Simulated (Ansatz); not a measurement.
The system is Ge.

```
CELL_PARAMETERS angstrom
1.39715 -2.60052 0.00000
1.39715 2.60052 0.00000
0.00000 0.00000 2.69823
ATOMIC_POSITIONS crystal
Ge 0.50000 0.50000 0.00000
```

This isn't the form of Ge at room conditions, which is diamond.

```yaml
Program: Ansatz 0.2.0
Task: relaxation of cell and atoms
Functional: B3LYP
Potentials_or_basis: Ansatz PAW
Cutoff: "420 eV (not typed: the program's choice for these potentials)"
k_mesh: 6 × 6 × 5
Occupations: fermi-dirac, width 0.05 eV
Spin: no spin polarisation
```

At the start: volume 19.61 Å³/atom.

Problem. How do energy, volume and symmetry change on relaxing?

Solution. It ends after 6 steps and the volume is 20.72 Å³/atom (+5.7 %); space group P6/mmm (No. 191, to 0.05 Å).

The path:
```
step  energy change (eV)  largest force (eV/Å)  volume (Å³)
   1              0.0000                0.0000        19.61
   2             -0.0503                0.0000        20.66
   3             -0.0516                0.0000        20.70
   4             -0.0516                0.0000        20.72
   5             -0.0516                0.0000        20.72
   6             -0.0520                0.0000        20.72
```

Final structure:
```cif
data_structure
_symmetry_space_group_name_H-M 'P 1'
_symmetry_Int_Tables_number 1
_cell_length_a 2.9238
_cell_length_b 2.9238
_cell_length_c 2.7993
_cell_angle_alpha 90.000
_cell_angle_beta 90.000
_cell_angle_gamma 120.011
_cell_volume 20.72
loop_
_atom_site_label
_atom_site_type_symbol
_atom_site_fract_x
_atom_site_fract_y
_atom_site_fract_z
_atom_site_occupancy
Ge1 Ge 0.50000 0.50000 0.00000 1
```

Caveat: the k mesh is coarse (spacing up to 0.47 Å⁻¹), so the values aren't converged, least of all with exact exchange; the plane-wave basis is chosen anew once the cell has moved, so the energies of steps on either side of that aren't comparable; the PAW data sets come from PBE, with cores solved anew for the run's functional, which leaves a small shift of forces and pressure.
